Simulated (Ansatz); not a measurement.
Data:

```yaml
crystal:
  lattice:
    - [2.76741, 0.00000, 0.00000]
    - [-1.38370, 2.34850, 0.00000]
    - [0.00000, 0.00000, 4.40456]
  atoms:
    - { symbol: Be, position: [0.66669, 0.33338, 0.00191] }
    - { symbol: Be, position: [0.33331, 0.66662, 0.50191] }
    - { symbol: O, position: [0.66823, 0.33646, 0.62329] }
    - { symbol: O, position: [0.33177, 0.66354, 0.12329] }
```

No spin polarisation.

All numbers come from PBE (Ansatz, an electronic-structure program; PAW; 420 eV plane waves; no spin-orbit coupling). k-mesh 14×14×8 (Γ-centred); smearing 0.05 eV (Fermi–Dirac).

Question: What stress (xx, yy, zz, yz, xz, xy; compression positive) does the calculation give?

Answer: (-8.24, -2.30, -1.67, 0.00, 0.00, 0.00) GPa.

Question: Estimate the gap character.

Answer: Direct at Γ.

Question: What is the computed band gap?

Answer: 7.21 eV.

Question: Estimate the electron mass.

Answer: 0.59 mₑ along y, 0.55 mₑ across (at Γ).

The cells carry an imposed strain or load. Masses are band curvatures over ±0.01 Å⁻¹ around the edge. Whether these cells are dynamically stable was not tested. The cell was made from BeO in the wurtzite structure (space group P6_3mc, No. 186) by this change: uniaxial strain ε_xx = +2.05 %.
